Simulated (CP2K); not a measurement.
ZrC:

```
Zr C
1.0
     3.34462    0.00000    0.00000
     1.67231    2.89652    0.00000
     1.67231    0.96551    2.73087
Zr C
1 1
Direct
  0.50000 0.50000 0.50000
  0.00000 0.00000 0.00000
```

Base run:

```yaml
Program: CP2K 2026.2
Functional: PBEsol
Potentials_or_basis: POTENTIAL_UZH Zr GTH-PBE-q12, C GTH-PBE-q4; TZVP-MOLOPT-PBE-GTH basis
Density_cutoff: 6123 eV
k_mesh: 10 × 10 × 10
Occupations: fermi-dirac, width 0.05 eV
Spin: no spin polarisation
```

Its results: band gap on the k mesh none (metal or under the smearing width); pressure -5.8 GPa.

Q: The run is repeated on the same cell with these changes: functional from PBEsol to PBE. What comes out?

A: Band gap on the k mesh none (metal or under the smearing width); pressure -1.0 GPa.

PBE binds less tightly than PBEsol, so the same cell stands under more pressure.

Caveats: the basis of atomic orbitals isn't converged, which shifts pressures, moduli and gaps; the potentials were made for another functional, which shifts forces and pressure (some runs).

Not every run made on this cell is shown here.
